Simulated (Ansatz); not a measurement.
## Property card of a P sheet

The cell was found from a structure generator's guess, not taken from experiment.

All numbers below come from DFT PBE+D3(BJ), scalar-relativistic, plane waves, PAW in Ansatz. Settings: cutoff 420 eV, Γ-centred mesh 9×9×1 on the computed 4-atom cell, Gaussian smearing of 0.02 eV; no spin polarisation.

The sheet is periodic along a and b; c holds vacuum.

```
CELL_PARAMETERS angstrom
3.25070 0.00000 0.00000
-1.62535 2.81519 0.00000
0.00000 0.00000 36.50482
ATOMIC_POSITIONS crystal
P 0.66667 0.33333 0.22093
P 0.33333 0.66667 0.18680
P 0.66667 0.33333 0.32694
P 0.00000 0.00000 0.36107
```

Energies count from the standard state of P at the same level. The references include black phosphorus.

* Layer group: p-3m1 (No. 72)
* In-plane cell: a = 3.251 Å, b = 3.251 Å, γ = 120.0°
* Area per atom: 2.29 Å²
* Thickness between the outermost nuclei: 6.36 Å
* Energy over the standard state: +0.140 eV/atom
* Band gap over mesh and path: 1.46 eV
* Löwdin character of the top 1 eV of the valence band: P 3p 83 %, P 3s 15 %
* Löwdin character of the lowest 1 eV of the conduction band: P 3p 77 %, P 3s 10 %, unprojected 13 %
* Bader charges (e): P1 0.00, P2 0.00, P3 0.00, P4 0.00

Levels along Γ–M–K–Γ, in eV from a zero inside the gap, sorted by energy at each point. Points in fractions of the primitive reciprocal vectors: Γ (0.000 0.000 0.000), M (0.500 0.000 0.000), K (0.333 0.333 0.000).
```
point  k (1/Å, with 2π)  band 7  band 8  band 9  band 10  band 11  band 12  band 13
    Γ             0.000   -1.09   -1.08   -1.08    -1.03     2.93     2.93     2.94
    -             0.558   -2.47   -2.46   -1.51    -0.76     1.17     1.34     3.91
    M             1.116   -3.31   -3.29   -2.55    -2.37     0.94     1.00     2.41
    -             1.438   -3.74   -3.51   -2.48    -2.28     1.84     1.90     3.28
    K             1.760   -3.08   -2.81   -2.81    -2.56     1.03     1.03     4.15
    -             2.405   -3.79   -3.79   -1.42    -0.75     2.31     2.67     3.25
    Γ             3.049   -1.09   -1.08   -1.08    -1.03     2.93     2.93     2.94
```

The last run used a 9×9×1 mesh for its 4-atom cell and Gaussian smearing of 0.02 eV. Kohn–Sham gaps at this level usually fall short of measured ones.
